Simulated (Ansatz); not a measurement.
Runs of Ansatz 0.2.0 on Pb. The typed cell holds 1 atom: a = 3.476 Å, b = 3.523 Å, c = 3.499 Å, α = 59.64°, β = 59.57°, γ = 60.06°. 

```csv
level,cutoff (eV),gap on the mesh (eV),pressure (GPa)
RPBE,420,none,3.9
revPBE,420,none,(b)
PBEsol,420,none,-0.7
LDA,420,none,-2.2
BLYP,420,none,5.9
PBE,420,none,2.3
r2SCAN,500,none,(a)
```

Alike in all rows: task band structure; potentials or basis Ansatz PAW; no spin polarisation; cell sheared at random, sigma 0.01, atoms nudged by 0.01 Å; k mesh 5 × 5 × 5; smearing fermi-dirac 0.05 eV; the mesh is coarse, so values aren't converged.

Estimate the missing entries.

(a) 1.1; (b) 3.4.

Caveats: all runs use coarse meshes; spin-orbit coupling is left out, which moves the levels of the heavy elements; the PAW data sets come from PBE, with cores solved anew for the run's functional, which leaves a small shift of forces and pressure (some runs).

A k mesh can miss the band edges, and the runs leave out spin-orbit coupling on Pb.

A gap of «none» marks a metal or a gap under the smearing width.
